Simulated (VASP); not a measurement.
Mg2ZnO3:

```
Mg Zn O
1.0
     3.76225    0.00000    0.00000
     0.00000    3.76225    0.00000
     0.00000    0.00000    5.99808
Mg Zn O
2 1 3
Cartesian
  0.0000 0.0000 4.7428
  0.0000 0.0000 1.2553
  1.8811 1.8811 2.9990
  0.0000 1.8811 2.9990
  1.8811 0.0000 2.9990
  0.0000 0.0000 2.9990
```

The cell was built by a generator and needn't be a form met in nature.

```yaml
Program: VASP 6.6.1
Task: relaxation of cell and atoms
Functional: PBE
Potentials_or_basis: VASP PAW PBE potentials, release 64 (Mg, Zn, O)
Cutoff: 520 eV
k_mesh: 4 × 4 × 3
Occupations: gaussian, width 0.15 eV
Spin: no spin polarisation
```

At the start: pressure 31.0 GPa; volume 14.15 Å³/atom.

Q: How do energy, volume and symmetry change on relaxing?

A: Over 9 steps the energy falls by 347.4 meV/atom and the volume is 18.75 Å³/atom (+32.5 %); space group P4/mmm (No. 123, to 0.05 Å).

The path:
```
step  energy change (eV)  largest force (eV/Å)  pressure (GPa)  volume (Å³)
   1              0.0000                2.0257           31.03        84.90
   2             -1.2616                2.9598           -7.73       123.22
   3             -1.8167                1.8568            1.37       106.52
   4             -2.0620                0.5857            0.57       110.81
   5             -2.0800                0.0292            0.06       112.32
   6             -2.0800                0.0851            0.35       112.18
   7             -2.0844                0.1156           -0.19       112.90
   8             -2.0845                0.1125           -0.40       112.94
   9             -2.0846                0.0427            0.28       112.49
```

Final structure:
```cif
data_structure
_symmetry_space_group_name_H-M 'P 1'
_symmetry_Int_Tables_number 1
_cell_length_a 4.1639
_cell_length_b 4.1639
_cell_length_c 6.4880
_cell_angle_alpha 90.000
_cell_angle_beta 90.000
_cell_angle_gamma 90.000
_cell_volume 112.49
loop_
_atom_site_label
_atom_site_type_symbol
_atom_site_fract_x
_atom_site_fract_y
_atom_site_fract_z
_atom_site_occupancy
Mg1 Mg 0.00000 0.00000 0.78330 1
Mg2 Mg 0.00000 0.00000 0.21670 1
Zn1 Zn 0.50000 0.50000 0.50000 1
O1 O 0.00000 0.50000 0.50000 1
O2 O 0.50000 0.00000 0.50000 1
O3 O 0.00000 0.00000 0.50000 1
```

Caveat: the k mesh is coarse (spacing up to 0.42 Å⁻¹), so the values aren't converged; the volume moved by over 15 % at a fixed basis, so the end points are rough.
